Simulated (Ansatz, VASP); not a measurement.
# Rh: VASP beside Ansatz

INCAR

```
  PREC = Accurate
  ENCUT = 520
  EDIFF = 1E-6
  ISMEAR = 0
  SIGMA = 0.3
  LREAL = False
  LASPH = True
  NELM = 100
  ALGO = Normal
  ISIF = 2
  LWAVE = False
  LCHARG = False
  GGA = PE
  NBANDS = 14
```

KPOINTS

```
regular mesh
0
Gamma
  14 14 14
```

Contents of POSCAR:

```
Rh
1.0
    0.0000000000      1.9160595532      1.9160595532
    1.9160595532      0.0000000000      1.9160595532
    1.9160595532      1.9160595532      0.0000000000
Rh
1
Direct
    0.0000000000      0.0000000000      0.0000000000
```

Input for Ansatz:

```yaml
crystal:
  lattice:
    - [0.0, 1.9160595532, 1.9160595532]
    - [1.9160595532, 0.0, 1.9160595532]
    - [1.9160595532, 1.9160595532, 0.0]
  atoms:
    - { symbol: Rh, position: [0.0, 0.0, 0.0] }
hamiltonian:
  xc: pbe
  pseudopotentials:
    kind: paw
    azcp:
      Rh: "pseudopotentials/Rh.paw.azcp"
basis:
  ecutwfc: 420
  fft_grid_basis: typed
kpoints:
  mp_grid: { grid: [14, 14, 14], shift: [0, 0, 0] }
magnetization:
  spin_polarized: false
scf:
  occupations: { method: gaussian, width: 0.3 }
  lower_state_search: "off"
output:
  stress: true
```

Alike in both runs: task single point; functional PBE; k mesh 14 × 14 × 14; occupations gaussian, width 0.3 eV; no spin polarisation.

|  | VASP | Ansatz |
| --- | --- | --- |
| version | VASP 6.6.1 | Ansatz 0.2.0 |
| potentials or method | VASP PAW PBE potentials, release 64 (Rh_pv) | plane waves (420 eV) with PAW, scalar-relativistic |
| plane-wave cutoff (eV) | 520 | 420 |
| valence electrons in the cell | 15 | 17 |

```csv
,VASP,Ansatz,Ansatz less VASP
pressure (GPa),0.2,0.2,-0.03
```

The two sets of potentials don't hold the same shells in valence.
